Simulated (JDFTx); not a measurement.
# MgO (Fm-3m) in JDFTx: further runs

The runs below take MgO through band structure, with LDA, PBE, PBEsol.

Everything below comes from runs of JDFTx 1.7.0 (patched build). Logs are shortened: lines on timing, memory, paths and dates and some standing lists are left out, and cuts for length are marked. The log counts tension as positive stress, the text compression.

**Measured values to compare with.**

From “Electronic structure of alkaline earth and post-transition metal oxides”, 2009, arxiv:0908.1581, for a bulk crystal of MgO: band gap 7.83 eV.

The runs below are set against these values where they give the same quantity.

## 1. The structure

The structure is cubic, space group Fm-3m (No. 225). The conventional cell has a = 4.194 Å, b = 4.194 Å, c = 4.194 Å, α = 90.00°, β = 90.00°, γ = 90.00°. Mg (site symmetry m-3m) has 6 O at 2.10 Å as nearest neighbours. O (site symmetry m-3m) has 6 Mg at 2.10 Å as nearest neighbours.

The cell is a database's computed one.

## 2. Band structure, LDA

Contents of bands.in:

```
lattice \
    0.0000000000     3.9627583152     3.9627583152 \
    3.9627583152     0.0000000000     3.9627583152 \
    3.9627583152     3.9627583152     0.0000000000
coords-type Lattice
ion Mg     0.0000000000     0.0000000000     0.0000000000 1
ion O      0.5000000000     0.5000000000     0.5000000000 1

ion-species pseudo/Mg.upf
ion-species pseudo/O.upf
elec-cutoff 42 336
elec-ex-corr lda-PW
elec-smearing Fermi 0.0018374661
elec-n-bands 14
electronic-minimize nIterations 30 energyDiffThreshold 1e-06
davidson-band-ratio 1.3
forces-output-coords Cartesian
include path.kpoints
symmetries none
fix-electron-density run.$VAR

dump-name bands.$VAR
dump End Ecomponents EigStats BandEigs Kpoints Forces
```

Contents of path.kpoints:

```
kpoint +0.0000000000 +0.0000000000 +0.0000000000 0.020000000000
kpoint +0.0714285714 +0.0000000000 +0.0714285714 0.020000000000
kpoint +0.1428571429 +0.0000000000 +0.1428571429 0.020000000000
kpoint +0.2142857143 +0.0000000000 +0.2142857143 0.020000000000
kpoint +0.2857142857 +0.0000000000 +0.2857142857 0.020000000000
kpoint +0.3571428571 +0.0000000000 +0.3571428571 0.020000000000
kpoint +0.4285714286 +0.0000000000 +0.4285714286 0.020000000000
kpoint +0.5000000000 +0.0000000000 +0.5000000000 0.020000000000
kpoint +0.5000000000 +0.0833333333 +0.5833333333 0.020000000000
kpoint +0.5000000000 +0.1666666667 +0.6666666667 0.020000000000
kpoint +0.5000000000 +0.2500000000 +0.7500000000 0.020000000000
kpoint +0.4375000000 +0.3125000000 +0.7500000000 0.020000000000
kpoint +0.3750000000 +0.3750000000 +0.7500000000 0.020000000000
kpoint +0.3281250000 +0.3281250000 +0.6562500000 0.020000000000
kpoint +0.2812500000 +0.2812500000 +0.5625000000 0.020000000000
kpoint +0.2343750000 +0.2343750000 +0.4687500000 0.020000000000
kpoint +0.1875000000 +0.1875000000 +0.3750000000 0.020000000000
kpoint +0.1406250000 +0.1406250000 +0.2812500000 0.020000000000
kpoint +0.0937500000 +0.0937500000 +0.1875000000 0.020000000000
kpoint +0.0468750000 +0.0468750000 +0.0937500000 0.020000000000
kpoint +0.0000000000 +0.0000000000 +0.0000000000 0.020000000000
kpoint +0.0833333333 +0.0833333333 +0.0833333333 0.020000000000
kpoint +0.1666666667 +0.1666666667 +0.1666666667 0.020000000000
kpoint +0.2500000000 +0.2500000000 +0.2500000000 0.020000000000
kpoint +0.3333333333 +0.3333333333 +0.3333333333 0.020000000000
kpoint +0.4166666667 +0.4166666667 +0.4166666667 0.020000000000
kpoint +0.5000000000 +0.5000000000 +0.5000000000 0.020000000000
kpoint +0.5250000000 +0.4500000000 +0.5250000000 0.020000000000
kpoint +0.5500000000 +0.4000000000 +0.5500000000 0.020000000000
kpoint +0.5750000000 +0.3500000000 +0.5750000000 0.020000000000
kpoint +0.6000000000 +0.3000000000 +0.6000000000 0.020000000000
kpoint +0.6250000000 +0.2500000000 +0.6250000000 0.020000000000
kpoint +0.5625000000 +0.2500000000 +0.6875000000 0.020000000000
kpoint +0.5000000000 +0.2500000000 +0.7500000000 0.020000000000
kpoint +0.5000000000 +0.2916666667 +0.7083333333 0.020000000000
kpoint +0.5000000000 +0.3333333333 +0.6666666667 0.020000000000
kpoint +0.5000000000 +0.3750000000 +0.6250000000 0.020000000000
kpoint +0.5000000000 +0.4166666667 +0.5833333333 0.020000000000
kpoint +0.5000000000 +0.4583333333 +0.5416666667 0.020000000000
kpoint +0.5000000000 +0.5000000000 +0.5000000000 0.020000000000
kpoint +0.4791666667 +0.4791666667 +0.5416666667 0.020000000000
kpoint +0.4583333333 +0.4583333333 +0.5833333333 0.020000000000
kpoint +0.4375000000 +0.4375000000 +0.6250000000 0.020000000000
kpoint +0.4166666667 +0.4166666667 +0.6666666667 0.020000000000
kpoint +0.3958333333 +0.3958333333 +0.7083333333 0.020000000000
kpoint +0.3750000000 +0.3750000000 +0.7500000000 0.020000000000
kpoint +0.6250000000 +0.2500000000 +0.6250000000 0.020000000000
kpoint +0.5833333333 +0.1666666667 +0.5833333333 0.020000000000
kpoint +0.5416666667 +0.0833333333 +0.5416666667 0.020000000000
kpoint +0.5000000000 +0.0000000000 +0.5000000000 0.020000000000
```

Potentials or basis: PseudoDojo-SR-LDA-0.4.1-standard.

Command:

```bash
> jdftx -c 1 -i bands.in -o bands.out
```

Standard output:

```text
*************** JDFTx 1.7.0 (patched build) ***************

Input parsed successfully to the following command list (including defaults):
[... the input with its defaults ...]

---------- Initializing the Grid ----------
R =
[            0      3.96276      3.96276  ]
[      3.96276            0      3.96276  ]
[      3.96276      3.96276            0  ]
unit cell volume = 124.458
G =
[  -0.792779   0.792779   0.792779  ]
[   0.792779  -0.792779   0.792779  ]
[   0.792779   0.792779  -0.792779  ]
Minimum fftbox size, Smin = [  48  48  48  ]
Chosen fftbox size, S = [  48  48  48  ]

---------- Initializing tighter grid for wavefunction operations ----------
R =
[            0      3.96276      3.96276  ]
[      3.96276            0      3.96276  ]
[      3.96276      3.96276            0  ]
unit cell volume = 124.458
G =
[  -0.792779   0.792779   0.792779  ]
[   0.792779  -0.792779   0.792779  ]
[   0.792779   0.792779  -0.792779  ]
Minimum fftbox size, Smin = [  36  36  36  ]
Chosen fftbox size, S = [  36  36  36  ]

---------- Exchange Correlation functional ----------
Initalized Slater LDA exchange.
Initalized Perdew-Wang LDA correlation.

---------- Setting up pseudopotentials ----------
Width of ionic core gaussian charges (only for fluid interactions / plotting) set to 0

Reading pseudopotential file 'pseudo/Mg.upf':
  'Mg' pseudopotential, 'SLA  PW   NOGX NOGC' functional
  Generated using ONCVPSP code by D. R. Hamann
  10 valence electrons, 3 orbitals, 4 projectors, 1001 radial grid points, with lMax = 1
    2S    l: 0   occupation:  2.0   eigenvalue: -2.914109
    2P    l: 1   occupation:  6.0   eigenvalue: -1.717148
    3S    l: 0   occupation:  2.0   eigenvalue: -0.175731
  Core radius for overlap checks: 1.50 bohrs.

Reading pseudopotential file 'pseudo/O.upf':
  'O' pseudopotential, 'SLA  PW   NOGX NOGC' functional
  Generated using ONCVPSP code by D. R. Hamann
  6 valence electrons, 2 orbitals, 5 projectors, 926 radial grid points, with lMax = 2
    2S    l: 0   occupation:  2.0   eigenvalue: -0.872925
    2P    l: 1   occupation:  4.0   eigenvalue: -0.338004
  Core radius for overlap checks: 1.39 bohrs.

Initialized 2 species with 2 total atoms.

Folded 50 k-points by 1x1x1 to 50 k-points.

---------- Setting up k-points, bands, fillings ----------
No reducable k-points.
Computing the number of bands and number of electrons
Calculating initial fillings.
nElectrons:  16.000000   nBands: 14   nStates: 50

----- Setting up reduced wavefunction bases (one per k-point) -----
average nbasis = 1618.920 , ideal nbasis = 1618.045

---------- Setting up ewald sum ----------
Optimum gaussian width for ewald sums = 1.799816 bohr.
Real space sum over 1331 unit cells with max indices [  5  5  5  ]
Reciprocal space sum over 2197 terms with max indices [  6  6  6  ]

---------- Allocating electronic variables ----------
Reading n from file 'run.n' ... done
Initializing wave functions:  linear combination of atomic orbitals
Note: number of bands (14) exceeds available atomic orbitals (9)

----------- Band structure minimization -------------
Minimization will be done independently for each quantum number.

---- Minimization of quantum number:     0  [ +0.0000000 +0.0000000 +0.0000000 ]  0.040000000 ----
BandDavidson: Iter:   0  Eband: +0.046764880094057
BandDavidson: Iter:   1  Eband: +0.010502720267968  dEband: -3.626216e-02
BandDavidson: Iter:   2  Eband: +0.002559405861925  dEband: -7.943314e-03
BandDavidson: Iter:   3  Eband: -0.000513063002288  dEband: -3.072469e-03
[... 566 lines of inner loops ...]
BandDavidson: Iter:   5  Eband: -0.007984328782886  dEband: -2.908909e-06
BandDavidson: Iter:   6  Eband: -0.007984863433583  dEband: -5.346507e-07
BandDavidson: Converged (dEband<1.000000e-06)
	FillingsUpdate:  mu: +0.416094360  nElectrons: 16.000000

Dumping 'bands.eigStats' ...
	eMin: -2.338221 at state 0 ( [ +0.000000 +0.000000 +0.000000 ] spin 0 )
	HOMO: +0.288495 at state 0 ( [ +0.000000 +0.000000 +0.000000 ] spin 0 )
	mu  : +0.416094
	LUMO: +0.465523 at state 0 ( [ +0.000000 +0.000000 +0.000000 ] spin 0 )
	eMax: +1.264838 at state 47 ( [ -0.416667 +0.166667 -0.416667 ] spin 0 )
	HOMO-LUMO gap: +0.177028
	Optical gap  : +0.177028 at state 0 ( [ +0.000000 +0.000000 +0.000000 ] spin 0 )
Done!
[note: mu, HOMO and LUMO in a band run belong to the points of the path alone and aren't those of the crystal]
```

Run time: 12 s. Hardware: 1 thread of Arm Neoverse V1, shared host; peak memory 0.09 GiB.

Results:

```yaml
Band_gap_along_the_path: 4.82 eV, direct
```

Levels at the corners of the path, in eV from the valence-band top:
| point | band 6 | band 7 | band 8 | band 9 | band 10 | band 11 |
| --- | --- | --- | --- | --- | --- | --- |
| Γ | 0.00 | 0.00 | 0.00 | 4.82 | 15.77 | 15.77 |
| X | -4.16 | -1.38 | -1.38 | 9.02 | 9.87 | 13.02 |
| W | -3.01 | -3.01 | -1.82 | 11.58 | 11.58 | 12.05 |
| K | -3.56 | -2.77 | -1.17 | 10.01 | 11.68 | 12.46 |
| Γ | 0.00 | 0.00 | 0.00 | 4.82 | 15.77 | 15.77 |
| L | -4.73 | -0.66 | -0.66 | 7.85 | 12.55 | 16.17 |
| U | -3.56 | -2.77 | -1.17 | 10.01 | 11.68 | 12.46 |
| W | -3.01 | -3.01 | -1.82 | 11.58 | 11.58 | 12.05 |
| L | -4.73 | -0.66 | -0.66 | 7.85 | 12.55 | 16.17 |
| K | -3.56 | -2.77 | -1.17 | 10.01 | 11.68 | 12.46 |
| U | -3.56 | -2.77 | -1.17 | 10.01 | 11.68 | 12.46 |
| X | -4.16 | -1.38 | -1.38 | 9.02 | 9.87 | 13.02 |

## 3. Band structure, PBE

Contents of bands.in:

```
include MgO.lattice
coords-type Lattice
include MgO.ionpos

ion-species pseudo/Mg.upf
ion-species pseudo/O.upf
elec-cutoff 42 336
elec-ex-corr gga-PBE
elec-smearing Fermi 0.0018374661
elec-n-bands 14
electronic-minimize nIterations 30 energyDiffThreshold 1e-06
davidson-band-ratio 1.3
forces-output-coords Cartesian
include path.kpoints
symmetries none
fix-electron-density run.$VAR

dump-name bands.$VAR
dump End Ecomponents EigStats BandEigs Kpoints Forces
```

Contents of MgO.lattice:

```
lattice \
    0.0000000000     3.9627583152     3.9627583152 \
    3.9627583152     0.0000000000     3.9627583152 \
    3.9627583152     3.9627583152     0.0000000000
```

Contents of MgO.ionpos:

```
ion Mg     0.0000000000     0.0000000000     0.0000000000 1
ion O      0.5000000000     0.5000000000     0.5000000000 1
```

path.kpoints is that of step 2.

Potentials or basis: PseudoDojo-SR-PBE-0.5-standard.

Command:

```bash
> jdftx -c 1 -i bands.in -o bands.out
```

Run time: 12 s. Hardware: 1 thread of Arm Neoverse V1, shared host; peak memory 0.1 GiB.

Results (log left out):

* Band gap along the path: 4.89 eV, direct

Levels at the corners of the path, in eV from the valence-band top:
```csv
point,band 4,band 5,band 6,band 7,band 8,band 9,band 10,band 11,band 12
Γ,-39.06,-17.25,0.00,0.00,0.00,4.89,16.04,16.04,16.04
X,-39.09,-15.67,-4.09,-1.35,-1.35,9.24,10.15,13.23,19.18
W,-39.10,-15.61,-2.96,-2.96,-1.78,11.77,11.77,12.35,15.73
K,-39.09,-15.65,-3.50,-2.72,-1.15,10.22,11.95,12.66,18.33
Γ,-39.06,-17.25,0.00,0.00,0.00,4.89,16.04,16.04,16.04
L,-39.07,-15.90,-4.64,-0.65,-0.65,8.02,12.76,16.49,16.49
U,-39.09,-15.65,-3.50,-2.72,-1.15,10.22,11.95,12.66,18.33
W,-39.10,-15.61,-2.96,-2.96,-1.78,11.77,11.77,12.35,15.73
L,-39.07,-15.90,-4.64,-0.65,-0.65,8.02,12.76,16.49,16.49
K,-39.09,-15.65,-3.50,-2.72,-1.15,10.22,11.95,12.66,18.33
U,-39.09,-15.65,-3.50,-2.72,-1.15,10.22,11.95,12.66,18.33
X,-39.09,-15.67,-4.09,-1.35,-1.35,9.24,10.15,13.23,19.18
```

## 4. Band structure, PBEsol

Edit bands.in of step 3 so:

```diff
@@ -1,4 +1,5 @@
-include MgO.lattice
+lattice Face-Centered Cubic 7.9255166303
 coords-type Lattice
-include MgO.ionpos
+ion Mg     0.0000000000     0.0000000000     0.0000000000 1
+ion O      0.5000000000     0.5000000000     0.5000000000 1
 
@@ -7,3 +8,3 @@
 elec-cutoff 42 336
-elec-ex-corr gga-PBE
+elec-ex-corr gga-PBEsol
 elec-smearing Fermi 0.0018374661
```

path.kpoints is that of step 3.

Potentials or basis: PseudoDojo-SR-PBEsol-0.4.1-standard.

Command:

```bash
> jdftx -c 1 -i bands.in -o bands.out
```

Run time: 12 s. Hardware: 1 thread of Arm Neoverse V1, shared host; peak memory 0.1 GiB.

The run converged. Its results:

| Property | Result |
| --- | --- |
| Band gap along the path | 4.79 eV, direct |

Levels at the corners of the path, in eV from the valence-band top:
```tsv
point	band 6	band 7	band 8	band 9	band 10	band 11
Γ	0.00	0.00	0.00	4.79	15.86	15.86
X	-4.15	-1.37	-1.37	9.04	10.04	13.09
W	-3.01	-3.01	-1.80	11.62	11.62	12.25
K	-3.56	-2.76	-1.16	10.05	11.85	12.51
Γ	0.00	0.00	0.00	4.79	15.86	15.86
L	-4.71	-0.66	-0.66	7.85	12.65	16.33
U	-3.56	-2.76	-1.16	10.05	11.85	12.51
W	-3.01	-3.01	-1.80	11.62	11.62	12.25
L	-4.71	-0.66	-0.66	7.85	12.65	16.33
K	-3.56	-2.76	-1.16	10.05	11.85	12.51
U	-3.56	-2.76	-1.16	10.05	11.85	12.51
X	-4.15	-1.37	-1.37	9.04	10.04	13.09
```

## 5. How close it comes

Step 2. Against the measured gap of MgO, 7.83 eV (quoted in “Electronic structure of alkaline earth and post-transition metal oxides”, 2009, arxiv:0908.1581), the calculated 4.82 eV is off by -3.01 eV. The value is that of LDA, without temperature or zero-point motion. Semilocal functionals fall short of measured gaps as a rule. The cell is a database's relaxed one, not the measured one, which moves gaps too.

Step 3. Measured gap of MgO: 7.83 eV (quoted in “Electronic structure of alkaline earth and post-transition metal oxides”, 2009, arxiv:0908.1581). This calculation gives 4.89 eV (-2.94 eV). The value is that of PBE, without temperature or zero-point motion. Semilocal functionals fall short of measured gaps as a rule. The cell is a database's relaxed one, not the measured one, which moves gaps too.

Step 4. Measured gap of MgO: 7.83 eV (quoted in “Electronic structure of alkaline earth and post-transition metal oxides”, 2009, arxiv:0908.1581). This calculation gives 4.79 eV (-3.04 eV). The value is that of PBEsol, without temperature or zero-point motion. Semilocal functionals fall short of measured gaps as a rule. The cell is a database's relaxed one, not the measured one, which moves gaps too.
